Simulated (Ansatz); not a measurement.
# Si on Al(100): change of the work function, part 3 of 4

Wanted: Δφ(θ) for Si/Al(100), starting from the hollow site.

Ansatz 0.2.0; plane-wave DFT, PBE, Ansatz PAW.

So far, work function, upper face (eV): step 2 (the clean slab) 4.29; step 3 (37 atoms, coverage 0.111 ML, cell 3x3) 4.59.

**4. The covered slab, k-mesh 6×6×1, coverage 0.25 ML**

System of this step: Si/Al(100). The cell holds 17 atoms: 16 Al and 1 Si. Cell: a = 5.728 Å, b = 5.728 Å, c = 25.355 Å, α = 90.0°, β = 90.0°, γ = 90.0°. Vacuum lies along c.

Another coverage, to see how the dipoles act on each other as their distance changes.

input.yaml reads:

```yaml
crystal:
  lattice:
    - [5.7275649276, 0.0, 0.0]
    - [0.0, 5.7275649276, 0.0]
    - [0.0, 0.0, 25.3545757564]
  atoms:
    - { symbol: Al, position: [0.25, 0.25, 0.3549655134] }
    - { symbol: Al, position: [0.0, 0.0, 0.4348327539] }
    - { symbol: Al, position: [0.25, 0.25, 0.5140820504] }
    - { symbol: Al, position: [0.0, 0.0, 0.5949967492] }
    - { symbol: Al, position: [0.25, 0.75, 0.3549655134] }
    - { symbol: Al, position: [0.0, 0.5, 0.4348327539] }
    - { symbol: Al, position: [0.25, 0.75, 0.5140820504] }
    - { symbol: Al, position: [0.0, 0.5, 0.5949967492] }
    - { symbol: Al, position: [0.75, 0.25, 0.3549655134] }
    - { symbol: Al, position: [0.5, 0.0, 0.4348327539] }
    - { symbol: Al, position: [0.75, 0.25, 0.5140820504] }
    - { symbol: Al, position: [0.5, 0.0, 0.5949967492] }
    - { symbol: Al, position: [0.75, 0.75, 0.3549655134] }
    - { symbol: Al, position: [0.5, 0.5, 0.4348327539] }
    - { symbol: Al, position: [0.75, 0.75, 0.5140820504] }
    - { symbol: Al, position: [0.5, 0.5, 0.5949967492] }
    - { symbol: Si, position: [0.25, 0.25, 0.6450344866] }
kpoints:
  mp_grid: { grid: [6, 6, 1] }
hamiltonian:
  xc: pbe
scf:
  occupations: { method: fermi_dirac, width: 0.1 }
  convergence: { dr2_threshold: 1.0e-08 }
efield:
  axis: 3
  dipole_correction: true
  ramp_position: 0.97
  ramp_width: 0.06
relax:
  f_tol: 0.02
  max_steps: 60
  constraints: [{ sites: [0, 1, 4, 5, 8, 9, 12, 13] }]
output:
  dos: { projected: true, e_range: [-8, 4] }
  write_potential: true
  write_density: true
  volumetric_format: npy
  elf: true
```

Started as:

```
> ansatz run input.yaml --threads 2 --pin off --max-ram 4096MiB --backend cpu --events-out ev --progress --plain --runs-dir out
```

Numbers of over 12 decimals in the logs are rounded to 6 here.

The log of the run:

```text
[...]
Crystal: 17 atoms, lattice volume = 831.757 Å³
Basis set: ecut = 420 eV, 16361 PW (Γ), exchange–correlation on 80×80×360 points (8 copies of the dense FFT grid, shifted against one another)
Bands: 43, of which v1, the nominal top of the filled ones, is band 26 counted from 1 (25 counted from 0)
Symmetry: 8 space group operations
[...]
k-points: 10 of 36
[...]
SCF iter   1: F=—  HF=-9231.393136 eV  |F-HF|=—  |Δ(HF+E_count)|=         —  Δρ=2.53e-3  dr2=1.63e0  ethr=1.77e-3  p=-0.126 e·Å  D=-2.73e-2 V/Å  ΔV_dip=0.69 eV  dr2_dipole=6.45e-1  V_vac-E_F(+/−)=4.81/4.11 eV  ⟨swp⟩=11.7  Hψ=2824  notcnv=0  defer=1
[...]
SCF iter   9: F=-9231.330836 eV  HF=-9231.330836 eV  |F-HF|=5.86e-9  |Δ(HF+E_count)|=   2.90e-8  Δρ=2.54e-7  dr2=1.55e-9  ethr=1.92e-11  p=-0.048 e·Å  D=-1.04e-2 V/Å  ΔV_dip=0.26 eV  dr2_dipole=1.11e-13  V_vac-E_F(+/−)=4.63/4.37 eV  ⟨swp⟩=16.7  Hψ=3255  notcnv=0
SCF 1 converged in 9 iterations: F = -9231.330836 eV  dr2 = 1.55e-9
[...]
relax step   1: F+E_penalty+E_count = -9231.33083551 eV  Δ(F+E_penalty+E_count) = +0.000e0 eV  max|allowed force component| = 2.209e0 eV/Å  Δτ_max = 0.0000 Å  (9 SCF iters, accepted)
[...]
SCF iter   8: F=-9231.668112 eV  HF=-9231.668112 eV  |F-HF|=1.08e-8  |Δ(HF+E_count)|=   4.93e-8  Δρ=4.04e-7  dr2=3.68e-9  ethr=1.92e-11  p=-0.058 e·Å  D=-1.26e-2 V/Å  ΔV_dip=0.32 eV  dr2_dipole=1.18e-13  V_vac-E_F(+/−)=4.69/4.37 eV  ⟨swp⟩=15.5  Hψ=3105  notcnv=0
SCF 2 converged in 8 iterations: F = -9231.668112 eV  dr2 = 3.68e-9
[...]
relax step   2: F+E_penalty+E_count = -9231.66811189 eV  Δ(F+E_penalty+E_count) = -3.373e-1 eV  max|allowed force component| = 8.491e-1 eV/Å  Δτ_max = 0.1417 Å  (8 SCF iters, accepted)
SCF iter   1: F=—  HF=-9231.744945 eV  |F-HF|=—  |Δ(HF+E_count)|=         —  Δρ=1.14e-3  dr2=3.99e-2  ethr=1.21e-3  p=-0.058 e·Å  D=-1.26e-2 V/Å  ΔV_dip=0.32 eV  dr2_dipole=1.80e-3  V_vac-E_F(+/−)=4.69/4.38 eV  ⟨swp⟩=3.4  Hψ=1217  notcnv=0  defer=6
[...]
SCF iter   8: F=-9231.738178 eV  HF=-9231.738178 eV  |F-HF|=5.28e-9  |Δ(HF+E_count)|=   3.02e-8  Δρ=2.73e-7  dr2=1.41e-9  ethr=1.92e-11  p=-0.068 e·Å  D=-1.49e-2 V/Å  ΔV_dip=0.38 eV  dr2_dipole=5.34e-11  V_vac-E_F(+/−)=4.77/4.39 eV  ⟨swp⟩=15.1  Hψ=2963  notcnv=0
SCF 3 converged in 8 iterations: F = -9231.738178 eV  dr2 = 1.41e-9
[...]
relax step   3: F+E_penalty+E_count = -9231.73817764 eV  Δ(F+E_penalty+E_count) = -7.007e-2 eV  max|allowed force component| = 2.213e-1 eV/Å  Δτ_max = 0.1330 Å  (8 SCF iters, accepted)
[...]
relax step   4: F+E_penalty+E_count = -9231.75665387 eV  Δ(F+E_penalty+E_count) = -1.848e-2 eV  max|allowed force component| = 8.707e-2 eV/Å  Δτ_max = 0.1466 Å  (7 SCF iters, accepted)
SCF iter   1: F=—  HF=-9231.759343 eV  |F-HF|=—  |Δ(HF+E_count)|=         —  Δρ=3.68e-4  dr2=9.67e-3  ethr=8.80e-5  p=-0.080 e·Å  D=-1.75e-2 V/Å  ΔV_dip=0.44 eV  dr2_dipole=1.39e-3  V_vac-E_F(+/−)=4.84/4.40 eV  ⟨swp⟩=2.0  Hψ=1007  notcnv=0  defer=7
[...]
SCF iter   6: F=-9231.759206 eV  HF=-9231.759206 eV  |F-HF|=1.73e-8  |Δ(HF+E_count)|=   7.15e-8  Δρ=4.27e-7  dr2=3.27e-9  ethr=1.92e-11  p=-0.079 e·Å  D=-1.71e-2 V/Å  ΔV_dip=0.43 eV  dr2_dipole=3.45e-11  V_vac-E_F(+/−)=4.83/4.40 eV  ⟨swp⟩=14.3  Hψ=3149  notcnv=0
SCF 5 converged in 6 iterations: F = -9231.759206 eV  dr2 = 3.27e-9
[...]
relax step   5: F+E_penalty+E_count = -9231.75920600 eV  Δ(F+E_penalty+E_count) = -2.552e-3 eV  max|allowed force component| = 1.766e-2 eV/Å  Δτ_max = 0.0366 Å  (6 SCF iters, accepted)
[...]
SCF converged after 6 iterations
Free energy (F): -9231.759206 eV
[...]
Internal energy: -9231.493908 eV  (E = F + TS)
E sigma→0 (E₀):  -9231.626557 eV
Entropy (-TS):   -0.265298 eV (-15.606 meV/atom)
Fermi energy:    -0.328393 eV
Dipole field:    D = -0.017123 V/Å  (p = -0.078707 e·Å, saw-weighted, corrected)
Work function:   Φ+ = 4.8311 eV   Φ− = 4.3969 eV
[...]
--- Forces (eV/Å), atoms counted from 1 ---
  atom   1  Al     0.00000000     0.00000000    -0.16734683
  atom   2  Al     0.01029080     0.01029080     0.13402477
  atom   3  Al    -0.00000000     0.00000000    -0.00781815
  atom   4  Al     0.00071368     0.00071368     0.00655939
  atom   5  Al    -0.00000000     0.00000000    -0.15305783
  atom   6  Al     0.01029080    -0.01029080     0.13402477
  atom   7  Al     0.00000000     0.00000000    -0.01306532
  atom   8  Al     0.00071368    -0.00071368     0.00655939
  atom   9  Al    -0.00000000     0.00000000    -0.15305783
  atom  10  Al    -0.01029080     0.01029080     0.13402477
  atom  11  Al    -0.00000000     0.00000000    -0.01306532
  atom  12  Al    -0.00071368     0.00071368     0.00655939
  atom  13  Al     0.00000000     0.00000000    -0.04806046
  atom  14  Al    -0.01029080    -0.01029080     0.13402477
  atom  15  Al     0.00000000     0.00000000    -0.01765646
  atom  16  Al    -0.00071368    -0.00071368     0.00655939
  atom  17  Si    -0.00000000     0.00000000     0.01080415
  max |Σ_I F_I| component: 1.26e-5 eV/Å
--- Band table (eV; the first three rows and the last of 10) ---
  k-point 0: bands = [... 22 lower, -1.3662, -1.3193, -1.1175, -1.1175, -0.7541, -0.3538, -0.0540, -0.0491, ... 13 higher]
  k-point 1: bands = [... 22 lower, -1.2920, -1.2716, -0.6394, -0.5041, -0.2984, -0.2845, -0.2679, 0.0171, ... 13 higher]
  k-point 2: bands = [... 22 lower, -1.5343, -1.2513, -0.6686, -0.5907, -0.2647, 0.1374, 0.8451, 0.9077, ... 13 higher]
  k-point 9: bands = [... 22 lower, -0.5453, -0.3037, -0.0142, 0.4261, 0.4261, 0.5762, 0.5797, 0.7954, ... 13 higher]
--- Relaxed structure (5 steps of the walk, 5 accepted, 0 SCFs on fresh bases) ---
  F+E_penalty+E_count = -9231.75920600 eV   max|allowed force component| = 1.766e-2 eV/Å
  atoms:
    - { symbol: Al, position: [0.25, 0.25, 0.3549655134] }
    - { symbol: Al, position: [0.0, 0.0, 0.4348327539] }
    - { symbol: Al, position: [0.25, 0.25, 0.517152] }
    - { symbol: Al, position: [-0.00409701, -0.00409701, 0.597632] }
    - { symbol: Al, position: [0.25, 0.75, 0.3549655134] }
    - { symbol: Al, position: [0.0, 0.5, 0.4348327539] }
    - { symbol: Al, position: [0.25, 0.75, 0.516950] }
    - { symbol: Al, position: [-0.00409701, 0.504097, 0.597632] }
    - { symbol: Al, position: [0.75, 0.25, 0.3549655134] }
    - { symbol: Al, position: [0.5, 0.0, 0.4348327539] }
    - { symbol: Al, position: [0.75, 0.25, 0.516950] }
    - { symbol: Al, position: [0.504097, -0.00409701, 0.597632] }
    - { symbol: Al, position: [0.75, 0.75, 0.3549655134] }
    - { symbol: Al, position: [0.5, 0.5, 0.4348327539] }
    - { symbol: Al, position: [0.75, 0.75, 0.512925] }
    - { symbol: Al, position: [0.504097, 0.504097, 0.597632] }
    - { symbol: Si, position: [0.25, 0.25, 0.660210] }
```

Wall time 2.4 min (2 threads of Arm Neoverse N1, shared host); peak memory 0.98 GiB; 4.6 min of CPU time.

Relaxation path:

```tsv
step	energy less that of the first step (eV)	largest force component (eV/Å)
1	0.0000	2.2087
2	-0.3373	0.8491
3	-0.4073	0.2213
4	-0.4258	0.0871
5	-0.4284	0.0177
```

The run keeps the 8 symmetry operations that it works with, so distortions that break them were not tested.

The atoms that moved most (Å):

```tsv
atom	dx	dy	dz	length
Si17	0.000	0.000	0.385	0.385
Al3	0.000	0.000	0.078	0.078
Al16	0.023	0.023	0.067	0.075
Al12	0.023	-0.023	0.067	0.075
Al8	-0.023	0.023	0.067	0.075
Al4	-0.023	-0.023	0.067	0.075
Al7	0.000	0.000	0.073	0.073
Al11	0.000	0.000	0.073	0.073
```

The relaxed structure:

```xyz
17
Lattice="5.7276 0.0000 0.0000 0.0000 5.7276 0.0000 0.0000 0.0000 25.3546" Properties=species:S:1:pos:R:3
Al    1.4319    1.4319    9.0000
Al    0.0000    0.0000   11.0250
Al    1.4319    1.4319   13.1122
Al   -0.0235   -0.0235   15.1527
Al    1.4319    4.2957    9.0000
Al    0.0000    2.8638   11.0250
Al    1.4319    4.2957   13.1071
Al   -0.0235    2.8872   15.1527
Al    4.2957    1.4319    9.0000
Al    2.8638    0.0000   11.0250
Al    4.2957    1.4319   13.1071
Al    2.8872   -0.0235   15.1527
Al    4.2957    4.2957    9.0000
Al    2.8638    2.8638   11.0250
Al    4.2957    4.2957   13.0050
Al    2.8872    2.8872   15.1527
Si    1.4319    1.4319   16.7393
```

This step gave:

```yaml
energy_at_zero_smearing: -9231.6266 eV
work_function_upper_face: 4.831 eV
work_function_lower_face: 4.397 eV
dipole_along_the_normal: -0.07871 e·Å
step_between_the_vacuum_levels: 0.4341 eV
```

The density of states has structure finer than the step of the table below, so its rows give means over 0.25 eV, whole bins alone (the curve runs from -8 to 1.98 eV). Peaks (eV: height): -3.250: 12.2, -1.320: 17.0, -0.930: 11.8, -0.330: 12.3, -0.180: 15.2, 0.480: 18.6, 1.350: 16.6.

Table of density of states by energy, zero at the Fermi level; means over each step:

energy (eV), density of states (states/eV a cell) and a bar from the least value:
```
    -7.75        3.6 ####
    -7.50        2.5 
    -7.25        3.7 ####
    -7.00        4.6 #######
    -6.75        3.4 ###
    -6.50        3.2 ###
    -6.25        4.4 #######
    -6.00        6.4 ##############
    -5.75        4.8 ########
    -5.50        4.2 ######
    -5.25        3.3 ###
    -5.00        4.2 ######
    -4.75        6.2 #############
    -4.50        5.9 ############
    -4.25        5.0 #########
    -4.00        5.5 ###########
    -3.75        5.3 ##########
    -3.50        3.9 #####
    -3.25        8.1 ####################
    -3.00        8.0 ###################
    -2.75        5.3 ##########
    -2.50        8.8 ######################
    -2.25        8.0 ###################
    -2.00        5.9 ############
    -1.75        5.9 ############
    -1.50        6.2 #############
    -1.25        8.0 ###################
    -1.00        7.8 ###################
    -0.75        8.1 ####################
    -0.50        7.0 ################
    -0.25       11.0 ##############################
     0.00        6.2 #############
     0.25        7.2 ################
     0.50        8.3 ####################
     0.75        7.3 #################
     1.00        7.2 ################
     1.25        8.3 ####################
     1.50        9.1 #######################
     1.75        6.6 ##############
```

Projected DOS per atom over height of the atomic layer and energy from the Fermi level. Layers: Al4 Al4 Al4 Al4 Si from below.

Values in states/eV, 22 rows by 5 columns, each cell a mean:
```
0.37 0.38 0.37 0.29 0.42
0.45 0.48 0.51 0.40 0.43
0.54 0.31 0.31 0.50 0.33
0.52 0.35 0.35 0.45 0.56
0.54 0.36 0.39 0.40 1.04
0.48 0.40 0.45 0.38 0.81
0.52 0.37 0.39 0.45 0.81
0.51 0.34 0.31 0.46 0.62
0.39 0.31 0.29 0.33 0.53
0.53 0.41 0.45 0.44 0.83
0.37 0.38 0.40 0.35 0.51
0.44 0.35 0.33 0.45 0.60
0.30 0.24 0.25 0.31 0.35
0.28 0.33 0.33 0.31 0.24
0.33 0.36 0.36 0.36 0.31
0.23 0.25 0.24 0.24 0.21
0.24 0.30 0.29 0.22 0.24
0.29 0.36 0.38 0.29 0.27
0.18 0.25 0.24 0.19 0.15
0.20 0.26 0.25 0.20 0.17
0.16 0.25 0.24 0.16 0.24
0.19 0.26 0.21 0.23 0.41
```
Columns: height of the atomic layer (Å) from 9 to 16.7 (not evenly spaced); rows upwards: energy from the Fermi level (eV) from -7.96 to 1.95.

Valence density in the ca plane at fractional y = 0.250, with atoms of Al and Si within 0.2 Å of it. It is the smooth field of the valence electrons, not physical close to the nuclei.

Values in e/Å³, 8 rows by 16 columns, each cell a mean:
```
0.13 0.20 0.19 0.18 0.19 0.20 0.19 0.15 0.09 0.03 0.01 0.00 0.00 0.00 0.00 0.00
0.13 0.11 0.17 0.13 0.17 0.10 0.17 0.10 0.04 0.01 0.00 0.00 0.00 0.00 0.00 0.00
0.14 0.13 0.18 0.14 0.18 0.13 0.18 0.11 0.05 0.01 0.00 0.00 0.00 0.00 0.00 0.00
0.13 0.21 0.19 0.19 0.18 0.21 0.18 0.17 0.12 0.06 0.01 0.00 0.00 0.00 0.00 0.00
0.13 0.21 0.19 0.18 0.19 0.20 0.18 0.20 0.29 0.23 0.05 0.00 0.00 0.00 0.00 0.00
0.13 0.11 0.17 0.13 0.17 0.10 0.16 0.18 0.28 0.29 0.12 0.01 0.00 0.00 0.00 0.00
0.13 0.14 0.17 0.14 0.18 0.13 0.17 0.18 0.32 0.31 0.10 0.01 0.00 0.00 0.00 0.00
0.12 0.21 0.19 0.19 0.18 0.21 0.18 0.20 0.24 0.17 0.04 0.00 0.00 0.00 0.00 0.00
```
Columns run along c (16.0 Å, from fractional 0.31 to 0.94 of the cell), rows up along a (5.7 Å). Atoms in or near the plane, at fractional coordinates: Al at (0.35, 0.25), Al at (0.52, 0.25), Al at (0.35, 0.75), Al at (0.52, 0.75), Si at (0.66, 0.25).

ELF in the ca plane at fractional y = 0.250, with atoms of Al and Si within 0.2 Å of it. It is the smooth field of the valence electrons, not physical close to the nuclei.

Values, 8 rows by 16 columns, each cell a mean:
```
0.75 0.63 0.58 0.53 0.57 0.58 0.58 0.45 0.37 0.24 0.16 0.05 0.00 0.00 0.00 0.00
0.62 0.21 0.43 0.29 0.43 0.13 0.45 0.27 0.13 0.03 0.01 0.00 0.00 0.00 0.00 0.00
0.67 0.27 0.48 0.34 0.48 0.20 0.50 0.31 0.17 0.05 0.02 0.00 0.00 0.00 0.00 0.00
0.72 0.69 0.59 0.58 0.57 0.65 0.58 0.51 0.48 0.38 0.29 0.10 0.01 0.00 0.00 0.00
0.73 0.65 0.56 0.53 0.57 0.59 0.54 0.52 0.70 0.80 0.79 0.40 0.06 0.00 0.00 0.00
0.58 0.21 0.40 0.29 0.42 0.13 0.38 0.35 0.43 0.78 0.93 0.60 0.11 0.00 0.00 0.00
0.64 0.28 0.45 0.35 0.48 0.20 0.44 0.40 0.53 0.79 0.92 0.57 0.10 0.00 0.00 0.00
0.71 0.70 0.58 0.59 0.56 0.65 0.56 0.55 0.68 0.74 0.69 0.31 0.04 0.00 0.00 0.00
```
Columns run along c (16.0 Å, from fractional 0.31 to 0.94 of the cell), rows up along a (5.7 Å). Atoms in or near the plane, at fractional coordinates: Al at (0.35, 0.25), Al at (0.52, 0.25), Al at (0.35, 0.75), Al at (0.52, 0.75), Si at (0.66, 0.25).

Electrostatic potential energy in the ca plane at fractional y = 0.250, with atoms of Al and Si within 0.2 Å of it. With pseudopotentials it is smooth inside the atoms' cores, unlike the true potential.

Ten even steps from '0' (-19 eV) to '9' (4 eV), each cell a mean:
```
88666788778887667887778999999999999999999999
85211478888863113688888999999999999999999999
62131168888730220478889999999999999999999999
61254058898721550378999999999999999999999999
62131168888730220478889999999999999999999999
85212478888863113688888999999999999999999999
88666788778887667887778999999999999999999999
98777888777887777887778888899999999999999999
87434678878875345788887544689999999999999999
73110268888751111578875100168999999999999999
61253058888731440378872000048999999999999999
61253058888731440378872000048999999999999999
73010268888751001578875100168999999999999999
87534678878875446788887644689999999999999999
98777888777887778887778888899999999999999999
```
Columns run along c (16.0 Å, from fractional 0.31 to 0.94 of the cell; values clipped at the 3rd and 97th percentile), rows up along a (5.7 Å). Atoms in or near the plane, at fractional coordinates: Al at (0.35, 0.25), Al at (0.52, 0.25), Al at (0.35, 0.75), Al at (0.52, 0.75), Si at (0.66, 0.25).

The relaxation took 5 steps and lowered the energy by 0.43 eV; the largest force on the free atoms ends at 0.018 eV/Å.

By hand: a sheet of dipoles makes a step −p/(ε₀A) in the electron's potential. With e/ε₀ = 180.95 V·Å, p = -0.07871 e·Å and A = 32.80 Å², that is −180.95 × (-0.07871) / 32.80 = +0.434 eV, and the two vacuum levels of the run differ by +0.434 eV.

The covered face has 4.83 eV, +0.54 eV against the clean one; the bare back face has moved by +0.10 eV, a measure of how thin the slab is.

**5. Adsorbate added, k-mesh 6×6×1, coverage 0.5 ML**

System of this step: Si/Al(100). The cell holds 18 atoms: 16 Al and 2 Si. Cell: a = 5.728 Å, b = 5.728 Å, c = 25.355 Å, α = 90.0°, β = 90.0°, γ = 90.0°. Vacuum lies along c.

Another coverage, to see how the dipoles act on each other as their distance changes.

input.yaml: that of step 4 with these lines changed.

```diff
@@ -23,2 +23,3 @@
     - { symbol: Si, position: [0.25, 0.25, 0.6450344866] }
+    - { symbol: Si, position: [0.75, 0.75, 0.6450344866] }
 kpoints:
```

The log of the run:

```text
[...]
Crystal: 18 atoms, lattice volume = 831.757 Å³
Basis set: ecut = 420 eV, 16361 PW (Γ), exchange–correlation on 80×80×360 points (8 copies of the dense FFT grid, shifted against one another)
Bands: 46, of which v1, the nominal top of the filled ones, is band 28 counted from 1 (27 counted from 0)
Symmetry: 16 space group operations
[...]
- { symbol: Al, position: [0.25, 0.75, 0.516890] }
    - { symbol: Al, position: [0, 0.5, 0.598561] }
[...]
- { symbol: Al, position: [0.75, 0.75, 0.3549655134] }
    - { symbol: Al, position: [0.5, 0.5, 0.4348327539] }
    - { symbol: Al, position: [0.75, 0.75, 0.514250] }
    - { symbol: Al, position: [0.5, 0.5, 0.598561] }
    - { symbol: Si, position: [0.25, 0.25, 0.660983] }
    - { symbol: Si, position: [0.75, 0.75, 0.660983] }
[key lines of the parts left out:]
SCF converged after 6 iterations
Free energy (F): -9867.246242 eV
Fermi energy:    -0.132955 eV
Dipole field:    D = -0.025887 V/Å  (p = -0.118992 e·Å, saw-weighted, corrected)
Work function:   Φ+ = 5.0302 eV   Φ− = 4.3739 eV
```

Elapsed: 2.1 min, on 2 threads; peak memory 1 GiB.

(Continued in part 4 of 4.)

[Logs are printed without paths, hosts, clocks, repeated set-up lines and the standing remarks that a program may print on its own settings, such as how far it seeks lower states.]

[Hosts, paths, dates, database ids (printed as entryN), source tags and the programs' standing remarks are cut or masked in the printed files.]

[Maps of the electrostatic potential energy from Ansatz leave out the sawtooth potential of an applied field or a dipole correction, so their vacuum need not be flat; planar profiles and work functions include it.]

[The density of states shown here was stored with 400 of the rows of the run's finer table, so its peaks can read low, often by over a quarter, or be missed, and its means over a window can be off by a tenth or more.]
